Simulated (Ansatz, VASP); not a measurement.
## Two plane-wave programs on RbBr

```
Rb Br
1.0
     0.00000    3.42700    3.42700
     3.42700    0.00000    3.42700
     3.42700    3.42700    0.00000
Rb Br
1 1
Direct
  0.00000 0.00000 0.00000
  0.50000 0.50000 0.50000
```

Alike in both runs: task single point; functional PBEsol; k mesh 7 × 7 × 7; occupations fermi-dirac, width 0.05 eV; no spin polarisation.

|  | VASP | Ansatz |
| --- | --- | --- |
| version | VASP 6.6.1 | Ansatz 0.2.0 |
| potentials or method | VASP PAW PBE potentials, release 64 (Rb_sv, Br) | Ansatz PAW |
| plane-wave cutoff (eV) | 520 | 420 |
| valence electrons in the cell | 16 | 16 |

Ansatz gave:

| Quantity | Value |
| --- | --- |
| gap on the k mesh at the Fermi level (eV) | 4.21 |
| least direct gap on the mesh (eV) | 4.21 |
| pressure (GPa) | -0.1 |

**Question.** What did VASP give for the same quantities?

**Answer.** gap on the k mesh at the Fermi level (eV): 4.21; least direct gap on the mesh (eV): 4.21; pressure (GPa): 0.0.

With one functional, cell and mesh, what is left measures potentials, basis and numerics.

Caveats: the PAW data sets were made with another functional, which shifts forces and pressure a little (VASP); an odd mesh through Γ misses points on the zone boundary, where band edges often lie (VASP); odd divisions of the mesh miss points on the zone boundary, where band edges often lie, so the gap on the mesh can be too wide (Ansatz); the PAW data sets come from PBE, with cores solved anew for the run's functional, which leaves a small shift of forces and pressure (Ansatz). PBEsol gaps usually lie below the measured ones, often by a third to a half.
